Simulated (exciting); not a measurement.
A run of exciting (release sodium) is set up as follows.

input.xml

```xml
<input>
  <title>Te2Pt</title>
  <structure speciespath="./" tshift="false">
    <crystal scale="1">
      <basevect>7.577801759749 0.000000000000 0.000000000000</basevect>
      <basevect>-3.788900879875 6.562568828831 0.000000000000</basevect>
      <basevect>0.000000000000 0.000000000000 9.828465574179</basevect>
    </crystal>
    <species speciesfile="Pt.xml" rmt="2.3">
      <atom coord="0.000000000000 0.000000000000 0.000000000000"/>
    </species>
    <species speciesfile="Te.xml" rmt="2.3">
      <atom coord="0.666666666700 0.333333333300 0.750000000000"/>
      <atom coord="0.333333333300 0.666666666700 0.250000000000"/>
    </species>
  </structure>
  <groundstate do="fromscratch" ngridk="8 8 5" rgkmax="9" gmaxvr="14" lmaxapw="10" lmaxmat="10" lmaxvr="8" xctype="LDA_PW" stype="Fermi Dirac" swidth="0.00183747" nempty="16" ValenceRelativity="iora*" epsengy="1e-05" epspot="1e-05" maxscl="60" outputlevel="normal"/>
  <properties>
    <bandstructure>
      <plot1d>
        <path steps="80">
          <point coord="0 0 0" label="G"/>
          <point coord="0.5 0 0" label="M"/>
          <point coord="0.3333333333 0.3333333333 0" label="K"/>
          <point coord="0 0 0" label="G"/>
          <point coord="0 0 0.5" label="A"/>
          <point coord="0.5 0 0.5" label="L"/>
          <point coord="0.3333333333 0.3333333333 0.5" label="H"/>
          <point coord="0 0 0.5" label="A" breakafter="true"/>
          <point coord="0.5 0 0.5" label="L"/>
          <point coord="0.5 0 0" label="M" breakafter="true"/>
          <point coord="0.3333333333 0.3333333333 0" label="K"/>
          <point coord="0.3333333333 0.3333333333 0.5" label="H"/>
        </path>
      </plot1d>
    </bandstructure>
    <dos nwdos="300" winddos="-0.6 0.5" inttype="tetra" ngrdos="100" nsmdos="0"/>
    <chargedensityplot>
      <plot3d>
        <box grid="21 21 27">
          <origin coord="0 0 0"/>
          <point coord="1 0 0"/>
          <point coord="0 1 0"/>
          <point coord="0 0 1"/>
        </box>
      </plot3d>
    </chargedensityplot>
    <elfplot>
      <plot3d>
        <box grid="21 21 27">
          <origin coord="0 0 0"/>
          <point coord="1 0 0"/>
          <point coord="0 1 0"/>
          <point coord="0 0 1"/>
        </box>
      </plot3d>
    </elfplot>
    <exccplot>
      <plot3d>
        <box grid="21 21 27">
          <origin coord="0 0 0"/>
          <point coord="1 0 0"/>
          <point coord="0 1 0"/>
          <point coord="0 0 1"/>
        </box>
      </plot3d>
    </exccplot>
  </properties>
</input>
```

Potentials or basis: all-electron LAPW+lo, shipped species files, valence relativity iora*.

Launch:

```console
$ OMP_NUM_THREADS=1 exciting_smp
```

What does it give for the band gap on the k mesh?

None (metal or under the smearing width).

States per cell in windows of 1 eV (zero at the Fermi level; states under -8 eV left out):
```tsv
from (eV)	total
-8.0	0.41
-7.0	2.52
-6.0	3.26
-5.0	3.77
-4.0	2.95
-3.0	2.34
-2.0	1.89
-1.0	0.68
0.0	1.72
1.0	2.01
2.0	0.26
3.0	1.52
4.0	1.46
5.0	1.35
6.0	2.16
7.0	2.08
```

Caveat: the log's total energy holds no entropy term; the free energy is that total less TS from the occupations; the tetrahedron DOS on this energy grid can lose part of the weight of narrow d or f bands; spin-orbit coupling is left out, which moves the levels of the heavy elements.
